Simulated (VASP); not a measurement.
# K in VASP: notebook

The runs below take K through work function, with PBE.

Everything below comes from runs of VASP 6.6.1. Logs are shortened: lines on timing, memory, paths and dates and some standing lists are left out, and cuts for length are marked.

### 1 The slab as given

The cell holds a slab with vacuum, 3 atoms: a = 4.725 Å, b = 4.725 Å, c = 22.812 Å, α = 90.00°, β = 90.00°, γ = 117.88°.

The slab is cut from a database's or a generator's crystal, which needn't be the stable form of the element.

### 2 Work function, PBE

Input file INCAR:

```
PREC     = Accurate       # precision mode
ENCUT    = 520            # plane-wave cutoff, eV
EDIFF    = 1E-6           # SCF threshold, eV
ISMEAR   = -1             # smearing method
SIGMA    = 0.05           # smearing width, eV
LREAL    = F              # projectors in reciprocal space
LASPH    = T              # aspherical terms in the spheres
NELM     = 60             # most SCF steps
ALGO     = Normal         # electronic algorithm
ISIF     = 2              # what is computed and relaxed
LWAVE    = F              # write WAVECAR
LCHARG   = F              # write CHGCAR
LDIPOL   = T            
IDIPOL   = 3            
DIPOL    = 0.5 0.5 0.500
GGA      = PE             # functional
EFIELD   = 0.3          
LVHAR    = T            
LVACPOTAV= T
```

Input file KPOINTS:

```
Automatic mesh
0
Gamma
  7 7 1
```

Input file POSCAR:

```
K
1.0
    4.7251254772      0.0000000000      0.0000000000
   -2.2093571875      4.1767872334      0.0000000000
    0.0000000000      0.0000000000     22.8117980100
K
3
Direct
    0.1793869800      0.8206130200      0.3287772405
    0.8206130200      0.1793869800      0.5000000000
    0.1793869800      0.8206130200      0.6712227595
```

Potentials or basis: VASP PAW PBE potentials, release 64 (K_sv).

Launch:

```bash
cat potpaw_PBE.64/K_sv/POTCAR > POTCAR
mpirun -np 1 vasp_std > vasp.out
```

OUTCAR:

```text
PREC = Accurate
   ENCUT = 520
   EDIFF = 1E-6
   ISMEAR = -1
   LREAL = F
   LASPH = T
   NELM = 60
   ISIF = 2
   GGA = PE

 ion  position               nearest neighbor table
   1  0.179  0.821  0.329-
   2  0.821  0.179  0.500-
   3  0.179  0.821  0.671-

  LATTYP: Found a base centered orthorhombic cell.
 ALAT       =     4.8759247000
 B/A-ratio  =     1.6602432150
 C/A-ratio  =     4.6784557624

  Lattice vectors:

 A1 = (   4.7251254772,   0.0000000000,   0.0000000000)
 A2 = (  -2.2093571875,   4.1767872334,   0.0000000000)
 A3 = (   0.0000000000,   0.0000000000,  22.8117980100)

Analysis of symmetry for initial positions (statically):
=====================================================================
 Subroutine PRICEL returns:
 Original cell was already a primitive cell.

 Routine SETGRP: Setting up the symmetry group for a
 base centered orthorhombic supercell.

 Subroutine GETGRP returns: Found  4 space group operations
 (whereof  4 operations were pure point group operations)
 out of a pool of  8 trial point group operations.

The static configuration has the point symmetry C_2v.

Analysis of symmetry for dynamics (positions and initial velocities):
=====================================================================
 An external electric field (EFIELD) may reduce the allowed symmetry operations
 Subroutine PRICEL returns:
 Original cell was already a primitive cell.

 Routine SETGRP: Setting up the symmetry group for a
 base centered orthorhombic supercell.

 Subroutine GETGRP returns: Found  2 space group operations
 (whereof  2 operations were pure point group operations)
 out of a pool of  8 trial point group operations.

The dynamic configuration has the point symmetry C_1h.

 Subroutine INISYM returns: Found  2 space group operations
 (whereof  2 operations are pure point group operations),
 and found     1 'primitive' translations

----------------------------------------------------------------------------------------

                                     Primitive cell

  volume of cell :     450.2101

  direct lattice vectors                    reciprocal lattice vectors
     4.725125477  0.000000000  0.000000000     0.211634591  0.111946427  0.000000000
    -2.209357188  4.176787233  0.000000000     0.000000000  0.239418468  0.000000000
     0.000000000  0.000000000 22.811798010     0.000000000  0.000000000  0.043836965

  length of vectors
     4.725125477  4.725125477 22.811798010     0.239418468  0.239418468  0.043836965

  position of ions in fractional coordinates (direct lattice)
     0.179386980  0.820613020  0.328777241
     0.820613020  0.179386980  0.500000000
     0.179386980  0.820613020  0.671222759

  ion indices of the primitive-cell ions
   primitive index   ion index
                 1           1
                 2           2
                 3           3

----------------------------------------------------------------------------------------

 KPOINTS: Automatic mesh

Automatic generation of k-mesh.
 Grid dimensions read from file:
 generate k-points for:    7    7    1

 Generating k-lattice:

  Cartesian coordinates                     Fractional coordinates (reciprocal lattice)
     0.030233513  0.015992347  0.000000000     0.142857143  0.000000000  0.000000000
     0.000000000  0.034202638  0.000000000     0.000000000  0.142857143  0.000000000
     0.000000000  0.000000000  0.043836965     0.000000000  0.000000000  1.000000000

  Length of vectors
     0.034202638  0.034202638  0.043836965

  Shift w.r.t. Gamma in fractional coordinates (k-lattice)
     0.000000000  0.000000000  0.000000000

 Subroutine IBZKPT returns following result:
 ===========================================

 Found     16 irreducible k-points:

 Following reciprocal coordinates:
            Coordinates               Weight
  0.000000  0.000000  0.000000      1.000000
  0.142857  0.000000  0.000000      4.000000
  0.285714  0.000000  0.000000      4.000000
  0.428571  0.000000  0.000000      4.000000
  0.142857  0.142857  0.000000      2.000000
  0.285714  0.142857  0.000000      4.000000
[... 8 lines left out ...]
  0.428571  0.428571  0.000000      2.000000
 -0.428571  0.428571  0.000000      2.000000
   k-points           NKPTS =     16   k-points in BZ     NKDIM =     16   number of bands    NBANDS=     17
   number of dos      NEDOS =    301   number of ions     NIONS =      3
   total plane-waves  NPLWV = 233280
   dimension x,y,z NGX =    36 NGY =   36 NGZ =  180
   dimension x,y,z NGXF=    72 NGYF=   72 NGZF=  360
   ions per type =               3
   NGX,Y,Z   is equivalent  to a cutoff of  12.67, 12.67, 13.12 a.u.
   NGXF,Y,Z  is equivalent  to a cutoff of  25.33, 25.33, 26.24 a.u.
 SYSTEM =  unknown system
   PREC   = accura    normal or accurate (medium, high low for compatibility)
   ISTART =      0    job   : 0-new  1-cont  2-samecut
   ICHARG =      2    charge: 1-file 2-atom 10-const
   ISPIN  =      1    spin polarized calculation?
   LNONCOLLINEAR =      F non collinear calculations
   LSORBIT =      F    spin-orbit coupling
   LASPH  =      T    aspherical Exc in radial PAW
   ENCUT  =  520.0 eV  38.22 Ry    6.18 a.u.   8.79  8.79 42.41*2*pi/ulx,y,z
   NELM   =     60;   NELMIN=  2; NELMDL= -5     # of ELM steps
   EDIFF  = 0.1E-05   stopping-criterion for ELM
   LREAL  =      F    real-space projection
   EDIFFG = 0.1E-04   stopping-criterion for IOM
   NSW    =      0    number of steps for IOM
   IBRION =     -1    ionic relax: 0-MD 1-quasi-New 2-CG
   NFREE  =      0    steps in history (QN), initial steepest desc. (CG)
   ISIF   =      2    stress and relaxation
   ISYM   =      2    0-nonsym 1-usesym 2-fastsym
   POTIM  = 0.5000    time-step for ionic-motion
   TEBEG  =    0.0;   TEEND  =   0.0 temperature during run
   PSTRESS=    0.0 pullay stress
   NELECT =      27.0000    total number of electrons
   NUPDOWN=      -1.0000    fix difference up-down
   EMIN   =  10.00;   EMAX   =-10.00  energy-range for DOS
   EFERMI =   0.00;   METHOD = LEGACY
   ISMEAR =    -1;   SIGMA  =   0.05  broadening in eV -4-tet -1-fermi 0-gaus
   EFERMI_NEDOS =   21; number of points for ismear=-14 and -15
   IALGO  =     38    algorithm
   IMIX   =      4    mixing-type and parameters
     AMIX     =   0.40;   BMIX     =  1.00
     AMIX_MAG =   1.60;   BMIX_MAG =  1.00
  volume/ion in A,a.u.               =     150.07      1012.72
  Fermi-wavevector in a.u.,A,eV,Ry     =   0.640803  1.210942  5.586935  0.410628
  Thomas-Fermi vector in A             =   1.706931
   LORBIT       =      0    0 simple, 1 ext, 2 COOP (PROOUT), +10 PAW based schemes
   GGA     = PE    functional components
   LHFCALC =     F    Hartree Fock is set to
   AEXX    =    0.0000 exact exchange contribution
   IVDW    =     0    specifies the selected vdW correction
   LEPSILON=     F    determine dielectric tensor
   LRPA    =     F    only Hartree local field effects (RPA)
 non-spin polarized calculation
  energy-cutoff  :      520.00
  volume of cell :      450.21
 maximum number of plane-waves:     12152
   NGX = 17   NGY = 17   NGZ = 85

 dipolmoment           0.000000      0.000000     -0.000000 electrons x Angstroem

 number of electron      27.0000000 magnetization

 dipolmoment           0.000000      0.000000      0.438087 electrons x Angstroem

 Free energy of the ion-electron system (eV)
  ---------------------------------------------------
  ext. energy  EPLUGINS =         0.00000000
  ---------------------------------------------------
  free energy    TOTEN  =        -2.96284356 eV

  energy without entropy =       -2.94006623  energy(sigma->0) =       -2.95145489

 E-fermi :  -1.2346     XC(G=0):  -3.4154

 val. band max:       -1.2523065248   @ k =  -0.4286   0.2857   0.0000
 cond. band min:      -1.2073312402   @ k =   0.1429   0.1429   0.0000
 fundamental gap:      0.0449752846
 Fermi energy:        -1.2346030647

 k-point     1 :       0.0000    0.0000    0.0000
  band No.  band energies     occupation
      1     -33.5734      2.00000
      2     -33.5346      2.00000
      3     -33.4091      2.00000
      4     -17.0687      2.00000
      5     -17.0305      2.00000
      6     -17.0229      2.00000
[... 9 lines left out ...]
     16      -0.6952      0.00004
     17      -0.0041      0.00000

 k-point     2 :       0.1429    0.0000    0.0000
  band No.  band energies     occupation
      1     -33.5731      2.00000
      2     -33.5343      2.00000
      3     -33.4088      2.00000
      4     -17.0675      2.00000
      5     -17.0306      2.00000
      6     -17.0293      2.00000
[... 9 lines left out ...]
     16      -0.5586      0.00000
     17       0.1550      0.00000

 k-point     3 :       0.2857    0.0000    0.0000
  band No.  band energies     occupation
      1     -33.5723      2.00000
      2     -33.5335      2.00000
      3     -33.4080      2.00000
      4     -17.0651      2.00000
      5     -17.0483      2.00000
      6     -17.0277      2.00000
[... 9 lines left out ...]
     16      -0.1613      0.00000
     17       0.5668      0.00000

 k-point     4 :       0.4286    0.0000    0.0000
  band No.  band energies     occupation
      1     -33.5716      2.00000
      2     -33.5329      2.00000
      3     -33.4073      2.00000
      4     -17.0631      2.00000
      5     -17.0624      2.00000
      6     -17.0307      2.00000
[... 9 lines left out ...]
     16      -0.1907      0.00000
     17       0.0691      0.00000
[... 183 lines left out ...]
      1     -33.5720      2.00000
      2     -33.5332      2.00000
      3     -33.4077      2.00000
      4     -17.0645      2.00000
      5     -17.0502      2.00000
      6     -17.0307      2.00000
[... 9 lines left out ...]
     16      -0.1315      0.00000
     17       0.6299      0.00000

 k-point    15 :       0.4286    0.4286    0.0000
  band No.  band energies     occupation
      1     -33.5711      2.00000
      2     -33.5323      2.00000
      3     -33.4068      2.00000
      4     -17.0654      2.00000
      5     -17.0617      2.00000
      6     -17.0394      2.00000
[... 9 lines left out ...]
     16      -0.1885      0.00000
     17       0.3751      0.00000

 k-point    16 :      -0.4286    0.4286    0.0000
  band No.  band energies     occupation
      1     -33.5713      2.00000
      2     -33.5325      2.00000
      3     -33.4069      2.00000
      4     -17.0658      2.00000
      5     -17.0622      2.00000
      6     -17.0349      2.00000
[... 9 lines left out ...]
     16      -0.1019      0.00000
     17       0.1920      0.00000

------------------------ aborting loop because EDIFF is reached ----------------------------------------

  FORCE on cell =-STRESS in cart. coord.  units (eV):
  Direction    XX          YY          ZZ          XY          YZ          ZX
  --------------------------------------------------------------------------------------
  -------------------------------------------------------------------------------------
  Total       -0.2338616     -0.3043785     -0.3189040     -0.0666561     -0.0000384      0.0000637
  in kB       -0.8322510     -1.0832018     -1.1348940     -0.2372111     -0.0001366      0.0002268
  external PRESSURE =      -1.0167823 kB  Pullay stress =       0.0000000 kB

 VOLUME and BASIS-vectors are now :
 -----------------------------------------------------------------------------
  energy-cutoff  :      520.00
  volume of cell :      450.21
      direct lattice vectors                 reciprocal lattice vectors
     4.725125477  0.000000000  0.000000000     0.211634591  0.111946427  0.000000000
    -2.209357188  4.176787233  0.000000000     0.000000000  0.239418468  0.000000000
     0.000000000  0.000000000 22.811798010     0.000000000  0.000000000  0.043836965

 POSITION                                       TOTAL-FORCE (eV/Angst)
 -----------------------------------------------------------------------------------
     -0.96540      3.42753      7.50000        -0.000817      0.000492      0.029033
      3.48117      0.74926     11.40590         0.001619     -0.000975     -0.005036
     -0.96540      3.42753     15.31180        -0.000801      0.000483     -0.023997
 -----------------------------------------------------------------------------------
    total drift:                               -0.000036      0.000022     -0.000047

  FREE ENERGIE OF THE ION-ELECTRON SYSTEM (eV)
  ---------------------------------------------------
  free  energy   TOTEN  =        -2.9628435572 eV

  energy  without entropy=       -2.9400662281  energy(sigma->0) =       -2.95145489
```

It took 6.1 min on 1 thread of Intel Xeon Platinum 8259CL at 2.50GHz (Skylake/Cascade Lake), shared host; peak memory 0.56 GiB.

Results:

```
Free energy            : -2.9628 eV
Largest force          : 0.029 eV/Å
Band gap on the k mesh : none (metal or under the smearing width)
```

Forces on the atoms (eV/Å):
```
K   -0.001  0.000  0.029
K    0.002 -0.001 -0.005
K   -0.001  0.000 -0.024
```

Levels at points of the mesh, in eV from the Fermi level:
| k point | band 12 | band 13 | band 14 | band 15 | band 16 | band 17 |
| --- | --- | --- | --- | --- | --- | --- |
| (0.00, 0.00, 0.00) | -15.63 | -1.92 | -1.38 | -0.53 | 0.54 | 1.23 |

### 3 Work function, PBE

Input file INCAR:

```
SYSTEM = K
PREC     = Accurate       ! precision mode
ENCUT    = 700            ! plane-wave cutoff, eV
EDIFF    = 0.001          ! SCF threshold, eV
ISMEAR   = -1             ! smearing method
SIGMA    = 0.05           ! smearing width, eV
LREAL    = .False.        ! projectors in reciprocal space
LASPH    = .True.         ! aspherical terms in the spheres
NELM     = 60             ! most SCF steps
ALGO     = Normal         ! electronic algorithm
ISIF     = 2              ! what is computed and relaxed
LWAVE    = .False.        ! write WAVECAR
LCHARG   = .False.        ! write CHGCAR
LDIPOL   = .True.       
IDIPOL   = 3            
DIPOL    = 0.5 0.5 0.500
GGA      = PE             ! functional
EFIELD   = -0.3         
LVHAR    = .True.       
LVACPOTAV= .True.
```

Input file KPOINTS:

```
Automatic mesh
0
Gamma
  2 2 1
  0 0 0
```

POSCAR is that of step 2.

Potentials or basis: VASP PAW PBE potentials, release 64 (K_sv).

Launch:

```bash
cat potpaw_PBE.64/K_sv/POTCAR > POTCAR
mpirun -np 1 vasp_std > vasp.out
```

OUTCAR:

```text
SYSTEM = K
   PREC = Accurate
   ENCUT = 700
   EDIFF = 0.001
   ISMEAR = -1
   LREAL = .False.
   LASPH = .True.
   NELM = 60
   ISIF = 2
   GGA = PE

 ion  position               nearest neighbor table
   1  0.179  0.821  0.329-
   2  0.821  0.179  0.500-
   3  0.179  0.821  0.671-

  LATTYP: Found a base centered orthorhombic cell.
 ALAT       =     4.8759247000
 B/A-ratio  =     1.6602432150
 C/A-ratio  =     4.6784557624

  Lattice vectors:

 A1 = (   4.7251254772,   0.0000000000,   0.0000000000)
 A2 = (  -2.2093571875,   4.1767872334,   0.0000000000)
 A3 = (   0.0000000000,   0.0000000000,  22.8117980100)

Analysis of symmetry for initial positions (statically):
=====================================================================
 Subroutine PRICEL returns:
 Original cell was already a primitive cell.

 Routine SETGRP: Setting up the symmetry group for a
 base centered orthorhombic supercell.

 Subroutine GETGRP returns: Found  4 space group operations
 (whereof  4 operations were pure point group operations)
[... 145 lines left out ...]

  energy without entropy =       -2.13858550  energy(sigma->0) =       -2.17983584

 E-fermi :  -0.9032     XC(G=0):  -3.4273

 val. band max:       -0.9920305761   @ k =   0.5000   0.0000   0.0000
 cond. band min:      -0.8863880162   @ k =   0.5000   0.0000   0.0000
 fundamental gap:      0.1056425600
 Fermi energy:        -0.9032330977

 k-point     1 :       0.0000    0.0000    0.0000
  band No.  band energies     occupation
      1     -33.7744      2.00000
      2     -33.7172      2.00000
      3     -33.1253      2.00000
      4     -17.2587      2.00000
      5     -17.2284      2.00000
      6     -17.2270      2.00000
[... 37 lines left out ...]
      4     -17.2745      2.00000
      5     -17.2521      2.00000
      6     -17.2396      2.00000
[... 9 lines left out ...]
     16      -0.3976      0.00008
     17       0.2391      0.00000

------------------------ aborting loop because EDIFF is reached ----------------------------------------

  FORCE on cell =-STRESS in cart. coord.  units (eV):
  Direction    XX          YY          ZZ          XY          YZ          ZX
  --------------------------------------------------------------------------------------
  -------------------------------------------------------------------------------------
  Total        0.0448148      0.7213748     -0.4763269      0.6395180      0.0004152     -0.0006894
  in kB        0.1594838      2.5671802     -1.6951202      2.2758736      0.0014777     -0.0024533
  external PRESSURE =       0.3438479 kB  Pullay stress =       0.0000000 kB

 VOLUME and BASIS-vectors are now :
 -----------------------------------------------------------------------------
  energy-cutoff  :      700.00
  volume of cell :      450.21
      direct lattice vectors                 reciprocal lattice vectors
     4.725125477  0.000000000  0.000000000     0.211634591  0.111946427  0.000000000
    -2.209357188  4.176787233  0.000000000     0.000000000  0.239418468  0.000000000
     0.000000000  0.000000000 22.811798010     0.000000000  0.000000000  0.043836965

 POSITION                                       TOTAL-FORCE (eV/Angst)
 -----------------------------------------------------------------------------------
     -0.96540      3.42753      7.50000        -0.003150      0.001897      0.086849
      3.48117      0.74926     11.40590         0.009198     -0.005540     -0.018448
     -0.96540      3.42753     15.31180        -0.006048      0.003643     -0.068401
 -----------------------------------------------------------------------------------
    total drift:                               -0.002139      0.001288      0.014753

  FREE ENERGIE OF THE ION-ELECTRON SYSTEM (eV)
  ---------------------------------------------------
  free  energy   TOTEN  =        -2.2210861850 eV

  energy  without entropy=       -2.1385855043  energy(sigma->0) =       -2.17983584
```

OSZICAR:

```text
N       E                     dE             d eps       ncg     rms          rms(c)
DAV:   1     0.202786411391E+03    0.20279E+03   -0.11705E+04   118   0.136E+03
DAV:   2     0.161854920366E+02   -0.18660E+03   -0.18512E+03   121   0.320E+02
DAV:   3    -0.272207223757E+01   -0.18908E+02   -0.18818E+02   161   0.820E+01
DAV:   4    -0.361465204364E+01   -0.89258E+00   -0.88831E+00   156   0.178E+01
DAV:   5    -0.364500496156E+01   -0.30353E-01   -0.30347E-01   180   0.259E+00    0.469E+00
DAV:   6    -0.462729800751E+01   -0.98229E+00   -0.48319E+01   150   0.823E+00    0.568E+00
DAV:   7    -0.247372492565E+01    0.21536E+01   -0.92340E+00   148   0.514E+00    0.250E+00
DAV:   8    -0.232121064004E+01    0.15251E+00   -0.10100E+00   148   0.182E+00    0.130E+00
DAV:   9    -0.224961074284E+01    0.71600E-01   -0.75036E-01   121   0.206E+00    0.158E+00
DAV:  10    -0.244050075112E+01   -0.19089E+00   -0.40020E+00   130   0.147E+00    0.271E+00
DAV:  11    -0.222365787501E+01    0.21684E+00   -0.23101E+00   123   0.116E+00    0.580E-01
DAV:  12    -0.222335204101E+01    0.30583E-03   -0.13935E-01    99   0.439E-01    0.332E-01
DAV:  13    -0.222183278499E+01    0.15193E-02   -0.27174E-02   115   0.219E-01    0.143E-01
DAV:  14    -0.222108618502E+01    0.74660E-03   -0.29187E-03    99   0.111E-01
   1 F= -.22210862E+01 E0= -.21798358E+01  d E =-.825007E-01
```

Wall time 87 s (1 thread of Intel Xeon Platinum 8259CL at 2.50GHz (Skylake/Cascade Lake), shared host); peak memory 0.67 GiB.

The run converged, but some of its settings lie outside the range that counts as converged (typed here: k = 2 × 2 × 1; EDIFF = 0.001; ENCUT = 700), so its numbers aren't taken as properties of the slab.

Results:

```yaml
Free_energy: -2.2211 eV
Largest_force: 0.087 eV/Å
Band_gap_on_the_k_mesh: none (metal or under the smearing width)
```

Caveat: the k mesh is coarse (spacing up to 0.75 Å⁻¹), so the values aren't converged.
